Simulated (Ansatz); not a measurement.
**TiAl: pressure against volume**

Aim: scale the cell of TiAl up and down at fixed shape and fractional positions, and get the equilibrium volume and bulk modulus with LAPW, PAW and all-electron datasets made for the crystal.

Program: Ansatz 0.2.0. Level of theory: DFT PBEsol, scalar-relativistic. These are calculated values, not measurements.

**1. Starting point**

The structure is tetragonal, space group P4/mmm (No. 123). Conventional cell: a = 2.837 Å, b = 2.837 Å, c = 4.059 Å, α = 90.00°, β = 90.00°, γ = 90.00°. Ti (site symmetry 4/mmm) is surrounded by 4 Ti at 2.84 Å and 8 Al at 2.85 Å. Al (site symmetry 4/mmm) has 4 Al at 2.84 Å and 8 Ti at 2.85 Å as nearest neighbours.

Structure file:

```xyz
2
Lattice="2.8373 0.0000 0.0000 0.0000 2.8373 0.0000 0.0000 0.0000 4.0591" Properties=species:S:1:pos:R:3 pbc="T T T"
Ti    0.0000    0.0000    0.0000
Al    1.4186    1.4186    2.0295
```

Structure: COD 1532769, as refined from experiment and not relaxed.

Atoms are numbered in the order of the input: Ti1, Al2.

**2. Volume × 0.94, LAPW**

Input file input.yaml:

```yaml
crystal:
  lattice:
    - [2.7793796663, 0.0, 0.0]
    - [0.0, 2.7793796663, 0.0]
    - [0.0, 0.0, 3.9762379739]
  atoms:
    - { symbol: Ti, position: [0.0, 0.0, 0.0] }
    - { symbol: Al, position: [0.5, 0.5, 0.5] }
kpoints:
  mp_grid: { grid: [12, 12, 8] }
  band_path:
    path:
      - [0.0, 0.0, 0.0]
      - [0.0, 0.5, 0.0]
      - [0.5, 0.5, 0.0]
      - [0.0, 0.0, 0.0]
      - [0.0, 0.0, 0.5]
      - [0.0, 0.5, 0.5]
      - [0.5, 0.5, 0.5]
      - [0.0, 0.0, 0.5]
      - [0.0, 0.5, 0.0]
    npoints: 5
scf:
  occupations: { method: fermi_dirac, width: 0.05 }
hamiltonian:
  xc: pbesol
  pseudopotentials: { kind: all_electron, lapw: { basis_error: 0.001 } }
output:
  forces: true
  stress: true
  eigenvalues: true
```

Run with:

```console
> ansatz run input.yaml --threads 1 --pin off --max-ram 3072MiB --backend cpu --events-out ev --progress --plain --runs-dir out
```

The log of the run (excerpt; [...] marks lines left out):

```text
LAPW: plane waves up to 7.931 Å⁻¹, error target 1.0e-3 eV per atom; small_component_spin mean_spin; Al in spheres of 1.390 Å, 11 of its electrons in bands, Dirac shells []; Ti in spheres of 1.390 Å, 12 of its electrons in bands, Dirac shells []
[...]
Pseudopotentials: kind: all_electron
Pseudopotential: Ti, LAPW, valence charge 12, Koelling and Harmon's equation, gaussian nucleus
Pseudopotential: Al, LAPW, valence charge 11, Koelling and Harmon's equation, gaussian nucleus
Functional definition: PBEsol
[...]
Crystal: 2 atoms, lattice volume = 30.716 Å³
Basis set: ecut = 239.65506527265248 eV, 255 PW (Γ), exchange–correlation at level 2
Bands: 16, of which v1, the nominal top of the filled ones, is band 12 counted from 1 (11 counted from 0)
Symmetry: 16 space group operations
Space group: P4/mmm (ITA 123), of the structure as read, at distance tolerance 3.1e-5 Å
k-points: 140 of 1152
[...]
SCF iter   1: F=—  HF=-29803.168505 eV  |F-HF|=—  |Δ(HF+E_count)|=         —  Δρ=2.14e-2  dr2=1.74e-1  ethr=7.58e-4  ⟨swp⟩=2.8  Hψ=15985  notcnv=0
[...]
the basis was enlarged: its passes take 253.3 KiB over the memory plan, 1 of 1 planned eigensolver slots
[...]
SCF iter   7: F=-29802.975421 eV  HF=-29802.975421 eV  |F-HF|=1.64e-8  |Δ(HF+E_count)|=   1.96e-7  Δρ=8.32e-6  dr2=3.42e-8  ethr=1.80e-9  ⟨swp⟩=2.4  Hψ=6507  notcnv=0
[...]
NSCF: frozen V_eff on 41 k-points
SCF converged after 7 iterations
Free energy (F): -29802.975421 eV
[...]
E sigma→0 (E₀):  -29802.968727 eV
Entropy (-TS):   -0.013387 eV (-6.694 meV/atom)
Fermi energy:    12.831525 eV
[...]
--- Forces (eV/Å), atoms counted from 1 ---
  atom   1  Ti    -0.00000000    -0.00000000     0.00000000
  atom   2  Al     0.00000000     0.00000000     0.00000000
[...]
--- Stress (GPa, compression-positive) ---
        3.188330       0.000000       0.000000
        0.000000       3.188330       0.000000
        0.000000       0.000000       3.696561
  P = ⅓ Tr σ = 3.3577 GPa (33.577 kbar)
--- Band table (eV; the first three rows and the last of 140) ---
  k-point 0: bands = ["-89.0665", "-50.7447", "-50.7447", "-50.7119", "-43.4087", "-19.9221", "-19.4454", "-19.4454", "3.5801", "10.8701", "11.9223", "12.6414", "15.1307", "15.1307", "16.3285", "19.5389"]
[...]
```

Wall time 30 s (1 thread of Arm Neoverse N1, shared host); peak memory 0.42 GiB.

Result: pressure 3.36 GPa; no gap.

**3. Volume × 0.94, PAW**

Input file input.yaml:

```yaml
crystal:
  lattice:
    - [2.7793796663, 0.0, 0.0]
    - [0.0, 2.7793796663, 0.0]
    - [0.0, 0.0, 3.9762379739]
  atoms:
    - { symbol: Ti, position: [0.0, 0.0, 0.0] }
    - { symbol: Al, position: [0.5, 0.5, 0.5] }
kpoints:
  mp_grid: { grid: [12, 12, 8] }
scf:
  occupations: { method: fermi_dirac, width: 0.05 }
hamiltonian:
  xc: pbesol
  pseudopotentials: { kind: paw }
output:
  forces: true
  stress: true
  eigenvalues: true
  efg: { contact_densities: true }
```

Run with:

```console
> ansatz run input.yaml --threads 1 --pin off --max-ram 3072MiB --backend cpu --events-out ev --progress --plain --runs-dir out
```

The log of the run (excerpt; [...] marks lines left out):

```text
[...]
Pseudopotentials: kind: paw
Pseudopotential: Ti, paw, valence charge 12, recommended cutoff 420 eV (normal)
Pseudopotential: Al, paw, valence charge 3, recommended cutoff 420 eV (normal)
[... 1 set-up line as earlier in the session ...]
[...]
Crystal: 2 atoms, lattice volume = 30.716 Å³
Basis set: ecut = 420 eV, 609 PW (Γ), exchange–correlation on 40×40×54 points (8 copies of the dense FFT grid, shifted against one another)
Bands: 12, of which v1, the nominal top of the filled ones, is band 8 counted from 1 (7 counted from 0)
[... 2 set-up lines as earlier in the session ...]
k-points: 140 of 1152
[...]
SCF iter   1: F=—  HF=-2999.268309 eV  |F-HF|=—  |Δ(HF+E_count)|=         —  Δρ=4.28e-3  dr2=4.60e-3  ethr=1.77e-3  ⟨swp⟩=5.0  Hψ=8527  notcnv=0
[...]
Fermi energy:    11.594266 eV
[...]
--- Forces (eV/Å), atoms counted from 1 ---
  atom   1  Ti    -0.00000000    -0.00000000     0.00000000
  atom   2  Al     0.00000000     0.00000000     0.00000000
[...]
--- Stress (GPa, compression-positive) ---
        3.249980       0.000000       0.000000
        0.000000       3.249980       0.000000
        0.000000       0.000000       3.744603
  P = ⅓ Tr σ = 3.4149 GPa (34.149 kbar)
--- PAW observables at the nuclei: V_zz in 10²¹ V/m², potentials from the cell's mean, atoms counted from 1 ---
  atom   1  Ti V_zz =    +2.499383   η = 0.0000   by run symmetry: allowed
            electrostatic potential = -2530.370295 V   contact ρ = 56640.000113 e/Å³
  atom   2  Al V_zz =    -2.388304   η = 0.0000   by run symmetry: allowed
            electrostatic potential = -1234.107038 V   contact ρ = 10043.304832 e/Å³
--- Band table (eV; the first three rows and the last of 140) ---
  k-point 0: bands = ["-44.6454", "-21.1591", "-20.6803", "-20.6803", "2.3474", "9.6317", "10.6856", "11.4075", "13.8925", "13.8925", "15.0926", "18.2956"]
[...]
```

Run time: 6 s. Hardware: 1 thread of Arm Neoverse N1, shared host; peak memory 0.36 GiB.

Read from it: pressure 3.41 GPa; no gap; Vzz Ti1 2.50 (η = 0.00), Al2 -2.39 (η = 0.00) (10²¹ V/m²).

**4. Volume × 0.94, crystal datasets**

input.yaml, as its differences from that of step 3:

```diff
@@ -14,3 +14,3 @@
   xc: pbesol
-  pseudopotentials: { kind: paw }
+  pseudopotentials: { kind: all_electron, datasets: crystal }
 output:
```

Run with:

```console
> ansatz run input.yaml --threads 1 --pin off --max-ram 3072MiB --backend cpu --events-out ev --progress --plain --runs-dir out
```

The log of the run (excerpt; [...] marks lines left out):

```text
[...]
[... 1 set-up line as earlier in the session ...]
Pseudopotential: Ti, paw, valence charge 12, recommended cutoff 220 eV (normal), Koelling and Harmon's equation, gaussian nucleus
Pseudopotential: Al, paw, valence charge 11, recommended cutoff 220 eV (normal), Koelling and Harmon's equation, gaussian nucleus
[... 1 set-up line as earlier in the session ...]
[...]
Crystal: 2 atoms, lattice volume = 30.716 Å³
Basis set: ecut = 220 eV, 229 PW (Γ), exchange–correlation on 30×30×40 points (8 copies of the dense FFT grid, shifted against one another)
Bands: 8, of which v1, the nominal top of the filled ones, is band 4 counted from 1 (3 counted from 0)
[... 2 set-up lines as earlier in the session ...]
k-points: 140 of 1152
[...]
--- Forces (eV/Å), atoms counted from 1 ---
  atom   1  Ti     0.00000000    -0.00000000     0.00000000
  atom   2  Al     0.00000000     0.00000000     0.00000000
[...]
--- Stress (GPa, compression-positive) ---
        3.189666       0.000000       0.000000
        0.000000       3.189666       0.000000
        0.000000       0.000000       3.696944
  P = ⅓ Tr σ = 3.3588 GPa (33.588 kbar)
  It holds what live shells' own plane waves past their cutoff add
--- PAW observables at the nuclei: V_zz in 10²¹ V/m², potentials from the cell's mean, atoms counted from 1 ---
  atom   1  Ti V_zz =    +2.615988   η = 0.0000   by run symmetry: allowed
            electrostatic potential = -2528.952968 V   contact ρ = 56686.904018 e/Å³
  atom   2  Al V_zz =    -2.410682   η = 0.0000   by run symmetry: allowed
            electrostatic potential = -1232.456196 V   contact ρ = 10049.387672 e/Å³
--- Band table (eV; the first three rows and the last of 140) ---
  k-point 0: bands = ["3.5802", "10.8700", "11.9221", "12.6414", "15.1306", "15.1306", "16.3283"]
[...]
```

Wall time 13 s (1 thread of Arm Neoverse N1, shared host); peak memory 0.43 GiB.

Read from it: pressure 3.36 GPa; no gap; Vzz Ti1 2.62 (η = 0.00), Al2 -2.41 (η = 0.00) (10²¹ V/m²).

**5. Volume × 0.98, LAPW**

Input file input.yaml:

```yaml
crystal:
  lattice:
    - [2.8182571444, 0.0, 0.0]
    - [0.0, 2.8182571444, 0.0]
    - [0.0, 0.0, 4.0318568973]
  atoms:
    - { symbol: Ti, position: [0.0, 0.0, 0.0] }
    - { symbol: Al, position: [0.5, 0.5, 0.5] }
kpoints:
  mp_grid: { grid: [12, 12, 8] }
  band_path:
    path:
      - [0.0, 0.0, 0.0]
      - [0.0, 0.5, 0.0]
      - [0.5, 0.5, 0.0]
      - [0.0, 0.0, 0.0]
      - [0.0, 0.0, 0.5]
      - [0.0, 0.5, 0.5]
      - [0.5, 0.5, 0.5]
      - [0.0, 0.0, 0.5]
      - [0.0, 0.5, 0.0]
    npoints: 5
scf:
  occupations: { method: fermi_dirac, width: 0.05 }
hamiltonian:
  xc: pbesol
  pseudopotentials: { kind: all_electron, lapw: { basis_error: 0.001 } }
output:
  forces: true
  stress: true
  eigenvalues: true
```

Run with:

```console
> ansatz run input.yaml --threads 1 --pin off --max-ram 3072MiB --backend cpu --events-out ev --progress --plain --runs-dir out
```

The log of the run (excerpt; [...] marks lines left out):

```text
LAPW: plane waves up to 7.817 Å⁻¹, error target 1.0e-3 eV per atom; small_component_spin mean_spin; Al in spheres of 1.409 Å, 11 of its electrons in bands, Dirac shells []; Ti in spheres of 1.409 Å, 12 of its electrons in bands, Dirac shells []
[...]
[... 4 set-up lines as earlier in the session ...]
[...]
Crystal: 2 atoms, lattice volume = 32.023 Å³
Basis set: ecut = 232.8009382815393 eV, 255 PW (Γ), exchange–correlation at level 2
Bands: 16, of which v1, the nominal top of the filled ones, is band 12 counted from 1 (11 counted from 0)
[... 1 set-up line as earlier in the session ...]
Space group: P4/mmm (ITA 123), of the structure as read, at distance tolerance 3.2e-5 Å
k-points: 140 of 1152
[...]
SCF iter   7: F=-29802.981164 eV  HF=-29802.981164 eV  |F-HF|=3.24e-8  |Δ(HF+E_count)|=   8.44e-8  Δρ=8.18e-6  dr2=4.12e-8  ethr=3.32e-9  ⟨swp⟩=2.0  Hψ=6427  notcnv=0
[...]
NSCF: frozen V_eff on 41 k-points
SCF converged after 7 iterations
Free energy (F): -29802.981164 eV
[...]
E sigma→0 (E₀):  -29802.974285 eV
Entropy (-TS):   -0.013757 eV (-6.878 meV/atom)
Fermi energy:    12.226527 eV
[...]
--- Forces (eV/Å), atoms counted from 1 ---
  atom   1  Ti    -0.00000000     0.00000000     0.00000000
  atom   2  Al    -0.00000000     0.00000000     0.00000000
[...]
--- Stress (GPa, compression-positive) ---
       -1.956987       0.000000       0.000000
        0.000000      -1.956987       0.000000
        0.000000       0.000000      -1.412093
  P = ⅓ Tr σ = -1.7754 GPa (-17.754 kbar)
--- Band table (eV; the first three rows and the last of 140) ---
  k-point 0: bands = ["-89.7769", "-51.4573", "-51.4573", "-51.4235", "-44.1092", "-20.6128", "-20.1725", "-20.1725", "3.1622", "10.3489", "11.3764", "11.9788", "14.4138", "14.4138", "15.5454", "18.6014"]
[...]
```

Run time: 30 s. Hardware: 1 thread of Arm Neoverse N1, shared host; peak memory 0.43 GiB.

Read from it: pressure -1.78 GPa; no gap.

**6. Volume × 0.98, PAW**

Input file input.yaml:

```yaml
crystal:
  lattice:
    - [2.8182571444, 0.0, 0.0]
    - [0.0, 2.8182571444, 0.0]
    - [0.0, 0.0, 4.0318568973]
  atoms:
    - { symbol: Ti, position: [0.0, 0.0, 0.0] }
    - { symbol: Al, position: [0.5, 0.5, 0.5] }
kpoints:
  mp_grid: { grid: [12, 12, 8] }
scf:
  occupations: { method: fermi_dirac, width: 0.05 }
hamiltonian:
  xc: pbesol
  pseudopotentials: { kind: paw }
output:
  forces: true
  stress: true
  eigenvalues: true
  efg: { contact_densities: true }
```

Run with:

```console
> ansatz run input.yaml --threads 1 --pin off --max-ram 3072MiB --backend cpu --events-out ev --progress --plain --runs-dir out
```

The log of the run (excerpt; [...] marks lines left out):

```text
[...]
[... 4 set-up lines as earlier in the session ...]
[...]
Crystal: 2 atoms, lattice volume = 32.023 Å³
Basis set: ecut = 420 eV, 633 PW (Γ), exchange–correlation on 40×40×54 points (8 copies of the dense FFT grid, shifted against one another)
Bands: 12, of which v1, the nominal top of the filled ones, is band 8 counted from 1 (7 counted from 0)
[... 2 set-up lines as earlier in the session ...]
k-points: 140 of 1152
[...]
SCF iter   1: F=—  HF=-2999.274115 eV  |F-HF|=—  |Δ(HF+E_count)|=         —  Δρ=4.21e-3  dr2=3.95e-3  ethr=1.77e-3  ⟨swp⟩=5.0  Hψ=8544  notcnv=0
[...]
Fermi energy:    11.038839 eV
[...]
--- Forces (eV/Å), atoms counted from 1 ---
  atom   1  Ti    -0.00000000     0.00000000     0.00000000
  atom   2  Al     0.00000000    -0.00000000     0.00000000
[...]
--- Stress (GPa, compression-positive) ---
       -1.912809       0.000000       0.000000
        0.000000      -1.912809       0.000000
        0.000000       0.000000      -1.379136
  P = ⅓ Tr σ = -1.7349 GPa (-17.349 kbar)
--- PAW observables at the nuclei: V_zz in 10²¹ V/m², potentials from the cell's mean, atoms counted from 1 ---
  atom   1  Ti V_zz =    +2.542258   η = 0.0000   by run symmetry: allowed
            electrostatic potential = -2529.608751 V   contact ρ = 56639.575727 e/Å³
  atom   2  Al V_zz =    -2.317230   η = 0.0000   by run symmetry: allowed
            electrostatic potential = -1233.281360 V   contact ρ = 10043.255343 e/Å³
--- Band table (eV; the first three rows and the last of 140) ---
  k-point 0: bands = ["-45.2965", "-21.8004", "-21.3581", "-21.3581", "1.9786", "9.1602", "10.1894", "10.7942", "13.2253", "13.2253", "14.3589", "17.4085"]
[...]
```

Run time: 7.6 s. Hardware: 1 thread of Arm Neoverse N1, shared host; peak memory 0.37 GiB.

Read from it: pressure -1.73 GPa; no gap; Vzz Ti1 2.54 (η = 0.00), Al2 -2.32 (η = 0.00) (10²¹ V/m²).

**7. Volume × 0.98, crystal datasets**

input.yaml, as its differences from that of step 6:

```diff
@@ -14,3 +14,3 @@
   xc: pbesol
-  pseudopotentials: { kind: paw }
+  pseudopotentials: { kind: all_electron, datasets: crystal }
 output:
```

Run with:

```console
> ansatz run input.yaml --threads 1 --pin off --max-ram 3072MiB --backend cpu --events-out ev --progress --plain --runs-dir out
```

The log of the run (excerpt; [...] marks lines left out):

```text
[...]
[... 4 set-up lines as earlier in the session ...]
[...]
Crystal: 2 atoms, lattice volume = 32.023 Å³
Basis set: ecut = 220 eV, 229 PW (Γ), exchange–correlation on 30×30×40 points (8 copies of the dense FFT grid, shifted against one another)
Bands: 8, of which v1, the nominal top of the filled ones, is band 4 counted from 1 (3 counted from 0)
[... 2 set-up lines as earlier in the session ...]
k-points: 140 of 1152
[...]
--- Forces (eV/Å), atoms counted from 1 ---
  atom   1  Ti     0.00000000    -0.00000000     0.00000000
  atom   2  Al     0.00000000    -0.00000000     0.00000000
[...]
--- Stress (GPa, compression-positive) ---
       -1.956089       0.000000       0.000000
        0.000000      -1.956089       0.000000
        0.000000       0.000000      -1.411864
  P = ⅓ Tr σ = -1.7747 GPa (-17.747 kbar)
  It holds what live shells' own plane waves past their cutoff add
--- PAW observables at the nuclei: V_zz in 10²¹ V/m², potentials from the cell's mean, atoms counted from 1 ---
  atom   1  Ti V_zz =    +2.653432   η = 0.0000   by run symmetry: allowed
            electrostatic potential = -2528.195829 V   contact ρ = 56686.480481 e/Å³
  atom   2  Al V_zz =    -2.342790   η = 0.0000   by run symmetry: allowed
            electrostatic potential = -1231.701208 V   contact ρ = 10049.336073 e/Å³
--- Band table (eV; the first three rows and the last of 140) ---
  k-point 0: bands = ["3.1623", "10.3488", "11.3762", "11.9788", "14.4137", "14.4137", "15.5451"]
[...]
```

It took 13 s on 1 thread of Arm Neoverse N1, shared host; peak memory 0.43 GiB.

Read from it: pressure -1.77 GPa; no gap; Vzz Ti1 2.65 (η = 0.00), Al2 -2.34 (η = 0.00) (10²¹ V/m²).

**8. Volume × 1.01, LAPW**

Input file input.yaml:

```yaml
crystal:
  lattice:
    - [2.8467263151, 0.0, 0.0]
    - [0.0, 2.8467263151, 0.0]
    - [0.0, 0.0, 4.0725854811]
  atoms:
    - { symbol: Ti, position: [0.0, 0.0, 0.0] }
    - { symbol: Al, position: [0.5, 0.5, 0.5] }
kpoints:
  mp_grid: { grid: [12, 12, 8] }
  band_path:
    path:
      - [0.0, 0.0, 0.0]
      - [0.0, 0.5, 0.0]
      - [0.5, 0.5, 0.0]
      - [0.0, 0.0, 0.0]
      - [0.0, 0.0, 0.5]
      - [0.0, 0.5, 0.5]
      - [0.5, 0.5, 0.5]
      - [0.0, 0.0, 0.5]
      - [0.0, 0.5, 0.0]
    npoints: 5
scf:
  occupations: { method: fermi_dirac, width: 0.05 }
hamiltonian:
  xc: pbesol
  pseudopotentials: { kind: all_electron, lapw: { basis_error: 0.001 } }
output:
  forces: true
  stress: true
  eigenvalues: true
```

Run with:

```console
> ansatz run input.yaml --threads 1 --pin off --max-ram 3072MiB --backend cpu --events-out ev --progress --plain --runs-dir out
```

The log of the run (excerpt; [...] marks lines left out):

```text
LAPW: plane waves up to 7.735 Å⁻¹, error target 1.0e-3 eV per atom; small_component_spin mean_spin; Al in spheres of 1.423 Å, 11 of its electrons in bands, Dirac shells []; Ti in spheres of 1.423 Å, 12 of its electrons in bands, Dirac shells []
[...]
[... 4 set-up lines as earlier in the session ...]
[...]
Crystal: 2 atoms, lattice volume = 33.004 Å³
Basis set: ecut = 227.9519357380402 eV, 255 PW (Γ), exchange–correlation at level 2
Bands: 16, of which v1, the nominal top of the filled ones, is band 12 counted from 1 (11 counted from 0)
[... 2 set-up lines as earlier in the session ...]
k-points: 140 of 1152
[...]
SCF iter   7: F=-29802.960191 eV  HF=-29802.960191 eV  |F-HF|=3.03e-8  |Δ(HF+E_count)|=   8.11e-9  Δρ=6.91e-6  dr2=3.43e-8  ethr=4.31e-9  ⟨swp⟩=2.1  Hψ=6426  notcnv=0
[...]
NSCF: frozen V_eff on 41 k-points
SCF converged after 7 iterations
Free energy (F): -29802.960191 eV
[...]
E sigma→0 (E₀):  -29802.953148 eV
Entropy (-TS):   -0.014086 eV (-7.043 meV/atom)
Fermi energy:    11.802513 eV
[...]
--- Forces (eV/Å), atoms counted from 1 ---
  atom   1  Ti     0.00000000     0.00000000     0.00000000
  atom   2  Al     0.00000000    -0.00000000    -0.00000000
[...]
--- Stress (GPa, compression-positive) ---
       -5.184018       0.000000      -0.000000
        0.000000      -5.184018       0.000000
       -0.000000       0.000000      -4.624186
  P = ⅓ Tr σ = -4.9974 GPa (-49.974 kbar)
--- Band table (eV; the first three rows and the last of 140) ---
  k-point 0: bands = ["-90.2791", "-51.9609", "-51.9609", "-51.9266", "-44.6025", "-21.0996", "-20.6828", "-20.6828", "2.8724", "9.9825", "10.9918", "11.5181", "13.9101", "13.9101", "14.9961", "17.9415"]
[...]
```

Run time: 30 s. Hardware: 1 thread of Arm Neoverse N1, shared host; peak memory 0.42 GiB.

Result: pressure -5.00 GPa; no gap.

**9. Volume × 1.01, PAW**

Input file input.yaml:

```yaml
crystal:
  lattice:
    - [2.8467263151, 0.0, 0.0]
    - [0.0, 2.8467263151, 0.0]
    - [0.0, 0.0, 4.0725854811]
  atoms:
    - { symbol: Ti, position: [0.0, 0.0, 0.0] }
    - { symbol: Al, position: [0.5, 0.5, 0.5] }
kpoints:
  mp_grid: { grid: [12, 12, 8] }
scf:
  occupations: { method: fermi_dirac, width: 0.05 }
hamiltonian:
  xc: pbesol
  pseudopotentials: { kind: paw }
output:
  forces: true
  stress: true
  eigenvalues: true
  efg: { contact_densities: true }
```

Run with:

```console
> ansatz run input.yaml --threads 1 --pin off --max-ram 3072MiB --backend cpu --events-out ev --progress --plain --runs-dir out
```

The log of the run (excerpt; [...] marks lines left out):

```text
[...]
[... 4 set-up lines as earlier in the session ...]
[...]
Crystal: 2 atoms, lattice volume = 33.004 Å³
Basis set: ecut = 420 eV, 673 PW (Γ), exchange–correlation on 40×40×60 points (8 copies of the dense FFT grid, shifted against one another)
Bands: 12, of which v1, the nominal top of the filled ones, is band 8 counted from 1 (7 counted from 0)
[... 2 set-up lines as earlier in the session ...]
k-points: 140 of 1152
[...]
SCF iter   1: F=—  HF=-2999.253274 eV  |F-HF|=—  |Δ(HF+E_count)|=         —  Δρ=4.25e-3  dr2=3.83e-3  ethr=1.77e-3  ⟨swp⟩=5.0  Hψ=8531  notcnv=0
[...]
Fermi energy:    10.649479 eV
[...]
--- Forces (eV/Å), atoms counted from 1 ---
  atom   1  Ti    -0.00000000     0.00000000     0.00000000
  atom   2  Al     0.00000000    -0.00000000    -0.00000000
[...]
--- Stress (GPa, compression-positive) ---
       -5.148523       0.000000       0.000000
        0.000000      -5.148523       0.000000
        0.000000       0.000000      -4.598864
  P = ⅓ Tr σ = -4.9653 GPa (-49.653 kbar)
--- PAW observables at the nuclei: V_zz in 10²¹ V/m², potentials from the cell's mean, atoms counted from 1 ---
  atom   1  Ti V_zz =    +2.564799   η = 0.0000   by run symmetry: allowed
            electrostatic potential = -2529.074880 V   contact ρ = 56639.271464 e/Å³
  atom   2  Al V_zz =    -2.272007   η = 0.0000   by run symmetry: allowed
            electrostatic potential = -1232.701370 V   contact ρ = 10043.242978 e/Å³
--- Band table (eV; the first three rows and the last of 140) ---
  k-point 0: bands = ["-45.7554", "-22.2527", "-21.8340", "-21.8340", "1.7231", "8.8285", "9.8394", "10.3677", "12.7563", "12.7563", "13.8443", "16.7837"]
[...]
```

Wall time 6.5 s (1 thread of Arm Neoverse N1, shared host); peak memory 0.36 GiB.

Read from it: pressure -4.97 GPa; no gap; Vzz Ti1 2.56 (η = 0.00), Al2 -2.27 (η = 0.00) (10²¹ V/m²).

(Part 1 of 2 ends here.)
